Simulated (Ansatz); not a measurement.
Ge:

```xyz
2
Lattice="0.0000 2.8289 2.8289 2.8289 0.0000 2.8289 2.8289 2.8289 0.0000" Properties=species:S:1:pos:R:3 pbc="T T T"
Ge    4.2434    4.2434    4.2434
Ge    2.8289    2.8289    2.8289
```

Program: Ansatz 0.2.0. Alike in all runs: potentials or basis Ansatz PAW; no spin polarisation; cell as given; k mesh 8 × 8 × 8.

Task: Order these runs on this cell by their pressure, lowest first.
A. level BLYP; cutoff (eV) 420; smearing fermi-dirac 0.05 eV; points for each segment of the path 14
B. level RPBE; cutoff (eV) 420; smearing gaussian 0.1 eV
C. level PBE; cutoff (eV) 420; smearing gaussian 0.012 eV
D. level LDA; cutoff (eV) 420; smearing fermi-dirac 0.05 eV; points for each segment of the path 14
E. level r2SCAN; cutoff (eV) 500; smearing gaussian 0.05 eV

Result: D (-1.3 GPa), E (0.6 GPa), C (3.6 GPa), B (5.4 GPa), A (7.3 GPa).

Caveats: the PAW data sets come from PBE, with cores solved anew for the run's functional, which leaves a small shift of forces and pressure (some runs).
